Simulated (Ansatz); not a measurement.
An Ansatz input:

```yaml
crystal:
  lattice:
    - [2.7505001182, 0.0, 0.0]
    - [-1.3752500591, 2.3820029755, 0.0]
    - [0.0, 0.0, 4.4915666931]
  atoms:
    - { symbol: Pd, position: [0.3333333333, 0.6666666667, 0.25], spin: 0.5 }
    - { symbol: Pd, position: [0.6666666667, 0.3333333333, 0.75], spin: -0.5 }
hamiltonian:
  xc: rpbe
  pseudopotentials:
    kind: paw
    azcp:
      Pd: "pseudopotentials/Pd.paw.azcp"
basis:
  ecutwfc: 420
  fft_grid_basis: typed
kpoints:
  mp_grid: { grid: [13, 13, 7], shift: [0, 0, 0] }
magnetization:
  spin_polarized: true
scf:
  occupations: { method: fermi_dirac, width: 0.05 }
relax:
  max_steps: 60
  f_tol: 0.01
  cell: {}
```

and its output:

```
Engine: ansatz 0.2.0, x86_64-unknown-linux-gnu
Pseudopotentials: kind: paw
Pseudopotential: Pd, paw, valence charge 18, recommended cutoff 420 eV (normal) 
Functional definition: RPBE
  parameter kappa = 0.804
  parameter beta = 0.06672455060314922
  exchange = rpbe_x(kappa = kappa, mu = beta*pi^2/3)
  correlation = pbe_c(beta = beta)
Crystal: 2 atoms, lattice volume = 29.427 Å³
Basis set: ecut = 420 eV, 573 PW (Γ), exchange–correlation on 40×40×64 points (8 copies of the dense FFT grid, shifted against one another)
Bands: 23, of which v1, the nominal top of the filled ones, is band 18 counted from 1 (17 counted from 0)
Symmetry: 12 space group operations
Space group: P-6m2 (ITA 187), of the structure as read, at distance tolerance 3.1e-5 Å
Magnetic group: BNS 194.267 (UNI 1497), of the structure as read, at distance tolerance 3.1e-5 Å
k-points: 84 of 1183 (time reversal used)
Non-local potential: Pd, projectors of the file, l = 0: 2, l = 1: 2, l = 2: 2, l = 3: 1
PAW form: soft (Blöchl's): semilocal exchange-correlation on the pseudo side does not see the compensation charge
PAW frozen core: Pd, regenerated for the run's functional, and the local potential with it (the file was generated under x = pbe(κ = 0.804, μ = 0.2195149727645171), c = pbe(β = 0.06672455060314922))
PAW one-centre angular grid: Pd, 590 points (default); XC on 64 Gauss nodes
Initial density: superposition of atomic densities (chi_scale 0.1, normalization cell)
Starting moments: Σ|m| = 1 μB on 2 of 2 sites
Starting magnetic order: antiferromagnet; an inversion exchanges its spin sublattices: spin-degenerate at every k-point
Initial wavefunctions: pseudopotential atomic-orbital guess
Functional: x = rpbe, c = pbe(β = 0.06672455060314922)
SCF iter   1: F=—  HF=-13962.485478 eV  |F-HF|=—  |Δ(HF+E_count)|=         —  Δρ=7.51e-2 (↑7.51e-2 ↓7.51e-2)  dr2=6.05e0  dr2_m=1.41e-1  M=0.000 μB ∫|m|=0.381 μB  β_m=0.30  ethr=3.10e-3  ⟨swp⟩=5.2  Hψ=16656  notcnv=0
spin=Collinear: Kerker preconditioning applied to the charge; magnetization (m = ρ↑ − ρ↓) channel mixes plain (no charge-response kernel on spin).
SCF iter   2: F=—  HF=-13961.484172 eV  |F-HF|=—  |Δ(HF+E_count)|=    1.00e0  Δρ=4.63e-2 (↑4.63e-2 ↓4.63e-2)  dr2=2.15e0  dr2_m=8.58e-2  M=-0.000 μB ∫|m|=0.327 μB  β_m=0.30  ethr=3.10e-3  ⟨swp⟩=2.6  Hψ=7716  notcnv=0  defer=50
SCF iter   3: F=—  HF=-13960.975071 eV  |F-HF|=—  |Δ(HF+E_count)|=   5.09e-1  Δρ=2.00e-2 (↑2.00e-2 ↓2.00e-2)  dr2=9.14e-2  dr2_m=5.36e-2  M=0.000 μB ∫|m|=0.277 μB  β_m=0.30  ethr=3.10e-3  ⟨swp⟩=2.2  Hψ=6334  notcnv=0  defer=50
SCF iter   4: F=—  HF=-13960.994969 eV  |F-HF|=—  |Δ(HF+E_count)|=   1.99e-2  Δρ=1.17e-2 (↑1.17e-2 ↓1.17e-2)  dr2=8.29e-3  dr2_m=3.46e-2  M=-0.000 μB ∫|m|=0.238 μB  β_m=0.30  ethr=2.54e-4  ⟨swp⟩=2.0  Hψ=8648  notcnv=0  defer=72
...
SCF iter   5: F=—  HF=-13961.105441 eV  |F-HF|=—  |Δ(HF+E_count)|=   5.22e-6  Δρ=1.70e-6 (↑1.63e-6 ↓1.70e-6)  dr2=5.90e-9  dr2_m=8.04e-12  M=-0.000 μB ∫|m|=0.000 μB  β_m=0.83  ethr=3.55e-12  ⟨swp⟩=2.0  Hψ=6330  notcnv=0
SCF iter   6: F=—  HF=-13961.105441 eV  |F-HF|=—  |Δ(HF+E_count)|=  2.86e-10  Δρ=2.86e-7 (↑2.86e-7 ↓2.86e-7)  dr2=4.70e-11  dr2_m=8.41e-12  M=-0.000 μB ∫|m|=0.000 μB  β_m=0.91  ethr=3.55e-12  ⟨swp⟩=1.1  Hψ=3899  notcnv=0
SCF iter   7: F=-13961.105441 eV  HF=-13961.105441 eV  |F-HF|=1.82e-12  |Δ(HF+E_count)|=  4.73e-11  Δρ=1.96e-7 (↑1.84e-7 ↓1.96e-7)  dr2=1.06e-12  dr2_m=9.91e-12  M=-0.000 μB ∫|m|=0.000 μB  ethr=1.00e-12  ⟨swp⟩=4.0  Hψ=13237  notcnv=0
the starting moments were not kept: the SCF closed with an absolute magnetisation of 6.2e-5 μB, where they sum to 1 μB in size (2 sites). That is at most 0.1 of that sum.
SCF 7 converged in 7 iterations: F = -13961.105441 eV  dr2 = 1.06e-12
relax step   7: F+E_penalty+E_count = -13961.10544090 eV  Δ(F+E_penalty+E_count) = -7.743e-4 eV  max|allowed force component| = 8.327e-17 eV/Å  Δτ_max = 0.0000 Å  P = -0.037 GPa  Ω = 31.723 Å³  stress off target by 4.35e-2 GPa  SCF on the basis re-selected at this cell (its energy is not comparable with the rows above)  (7 SCF iters)
basis re-selected at this cell: Δ(F+E_penalty+E_count) = -7.743e-4 eV, ΔP = -0.037 GPa vs the last step (what re-selecting the basis moved, of the pressure what is left beyond the Pulay correction that the steps carried, after the strain that the cell walked since its last selection, with what the two solves' SCF thresholds leave and, on support functions, any second-order correction that the steps lacked; it is no measure of the basis error at this ecutwfc). This SCF's stress stands 4.35e-2 GPa from its target on what of the cell is left free (relax.cell.stress_tol is 5.00e-2 GPa) and its largest allowed force component is 8.33e-17 eV/Å (relax.f_tol is 1.00e-2 eV/Å): within both
SCF converged after 7 iterations
Magnetization: -0.0001 μB (18.0000 up, 18.0000 down)
Absolute magnetization: 0.0001 μB (∫|ρ↑−ρ↓|, with the PAW one-centre terms)
Spin contamination: 0.0000 ħ² per cell (⟨S²⟩ above its minimum at these occupations)
Per-site moments (μB) at R_I (Å): [(-2.997655597394945e-5, 1.152697005359382), (-3.055531684832357e-5, 1.152697005359382)]
Free energy (F): -13961.105441 eV
Harris-Foulkes:  -13961.105441 eV  (|F-HF|=1.82e-12)
Internal energy: -13961.062800 eV  (E = F + TS)
E sigma→0 (E₀):  -13961.084120 eV
Entropy (-TS):   -0.042641 eV (-21.320 meV/atom)
Fermi energy:    18.078143 eV
--- Per-component energies (eV) ---
  E_band       = -325.988528
  E_kinetic    = 1025.795262
  E_local      = -3704.164785  (includes V_loc(G=0)·N_el)
  E_nonlocal   = 433.190937
  E_hartree    = 1499.486722
  E_xc         = -336.786758
  E_vxc        = -421.753675  (∫ρ·V_xc dr)
  E_paw        = -7515.938663  (= ΣΔE_a)
  E_vpaw       = -658.030096  (= ΣTr[D̂ρ^β])
  E_aug_tail   = 0.000385  (compensation charges beyond the density's cutoff)
  E_ewald      = -5362.428216
  E_core_change = -0.217683  (= ΣΔE_core)
  E_smearing   = -0.042641  (= −TS)
  E_closure    = -0.000000  (closes the sum)
  Σ components = -13961.105441   (vs F -13961.105441, Δ=0.00e0)
--- Forces (eV/Å), atoms counted from 1 ---
  atom   1  Pd    -0.00000000    -0.00000000     0.00000000
  atom   2  Pd     0.00000000     0.00000000    -0.00000000
  max |Σ_I F_I| component: 9.25e-18 eV/Å
--- Stress (GPa, compression-positive) ---
       -0.043514       0.000000      -0.000000
        0.000000      -0.043514       0.000000
       -0.000000       0.000000      -0.024472
  P = ⅓ Tr σ = -0.0372 GPa (-0.372 kbar)
--- Relaxed structure (6 steps of the walk, 6 accepted, 1 SCFs on fresh bases) ---
  F+E_penalty+E_count = -13961.10544090 eV   max|allowed force component| = 8.327e-17 eV/Å   (the final SCF, on the basis selected at the relaxed cell)
  cell:  # Å, volume = 31.7231 Å³
    - [2.7944169826894103, 2.7452897979276075e-33, 5.719353745682515e-34]
    - [-1.3972084913447052, 2.4200360957756892, 2.6605040467065935e-18]
    - [9.33970466681231e-34, 5.016715548226265e-18, 4.690969792696485]
  atoms:
    - { symbol: Pd, position: [0.33333333333333326, 0.6666666666666665, 0.25] }
    - { symbol: Pd, position: [0.6666666666666666, 0.3333333333333332, 0.7499999999999999] }
```
